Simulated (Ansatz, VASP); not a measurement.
# V in VASP and in Ansatz

Contents of INCAR:

```
SYSTEM = V
  PREC = Accurate
  ENCUT = 520
  EDIFF = 1E-7
  ISMEAR = -1
  SIGMA = 0.1
  LREAL = .False.
  LASPH = .True.
  NELM = 60
  ALGO = Normal
  ISIF = 2
  LWAVE = .False.
  LCHARG = .False.
  GGA = PS
  NBANDS = 20
```

File KPOINTS:

```
regular mesh
0
Gamma
  12 12 12
  0 0 0
```

POSCAR

```
V
1.0
    0.0000000000      2.6989750971      2.6989750971
    2.6989750971      0.0000000000      2.6989750971
    2.6989750971      2.6989750971      0.0000000000
V
2
Direct
    0.1250000000      0.1250000000      0.1250000000
    0.8750000000      0.8750000000      0.8750000000
```

Input for Ansatz:

```yaml
crystal:
  lattice:
    - [0.0, 2.6989750971, 2.6989750971]
    - [2.6989750971, 0.0, 2.6989750971]
    - [2.6989750971, 2.6989750971, 0.0]
  atoms:
    - { symbol: V, position: [0.125, 0.125, 0.125] }
    - { symbol: V, position: [0.875, 0.875, 0.875] }
hamiltonian:
  xc: pbesol
  pseudopotentials:
    kind: paw
    azcp:
      V: "pseudopotentials/V.paw.azcp"
basis:
  ecutwfc: 420
  fft_grid_basis: typed
kpoints:
  mp_grid: { grid: [12, 12, 12], shift: [0, 0, 0] }
magnetization:
  spin_polarized: false
scf:
  occupations: { method: fermi_dirac, width: 0.1 }
  lower_state_search: "off"
output:
  stress: true
  write_density: true
  write_potential: true
  elf: true
  volumetric_format: npy
```

Alike in both runs: task single point; functional PBEsol; k mesh 12 × 12 × 12; occupations fermi-dirac, width 0.1 eV; no spin polarisation.

|  | VASP | Ansatz |
| --- | --- | --- |
| version | VASP 6.6.1 | Ansatz 0.2.0 |
| potentials or method | VASP PAW PBE potentials, release 64 (V_sv) | plane waves (420 eV) with PAW, scalar-relativistic |
| plane-wave cutoff (eV) | 520 | 420 |
| valence electrons in the cell | 26 | 26 |

Ansatz gave:

```
pressure (GPa) : -6.6
```

Task: Which values does VASP return?

Result: Pressure (GPa): -6.3.

Ansatz warned: «pseudo_functional_mismatch».

Caveats: the PAW data sets were made with another functional, which shifts forces and pressure a little (VASP).
